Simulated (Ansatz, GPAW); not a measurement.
**CdF2: the functional in 2 programs**

```
Cd F
1.0
     0.00000    2.69400    2.69400
     2.69400    0.00000    2.69400
     2.69400    2.69400    0.00000
Cd F
1 2
Direct
  0.00000 0.00000 0.00000
  0.75000 0.75000 0.75000
  0.25000 0.25000 0.25000
```

Kept alike: task band structure; k mesh 9 × 9 × 9; occupations fermi-dirac, width 0.05 eV; no spin polarisation. The mesh is that of the run's cell of 3 atoms. No spin-orbit coupling.

- A: GPAW; the program's PAW data sets (release 1.2.1) made for this functional (LDA); GPAW PAW data sets (gpaw-data 1.2.1) (PBE); PAW data sets generated for this functional (PBEsol), cutoff 800 eV
- B: Ansatz, all-electron LAPW, scalar-relativistic

| functional | A: pressure (GPa) | B: pressure (GPa) |
| --- | --- | --- |
| LDA | -7.56 | -5.67 |
| PBE | 3.58 | 5.43 |
| PBEsol | -2.11 | -0.24 |

Pressure is positive in compression; plane-wave values hold the error of the finite cutoff.

Task: How large is the effect of the functional, and do the programs agree on it?

Result: From LDA to PBE the pressure moves by +11.14 in A, +11.10 in B (GPa). Row by row the programs differ by 1.85 to 1.89, and over this span the shifts, as printed, agree within 1 %. Shifts from LDA: PBE +11.14, +11.10; PBEsol +5.45, +5.43; the programs' shifts differ by up to 0.04.
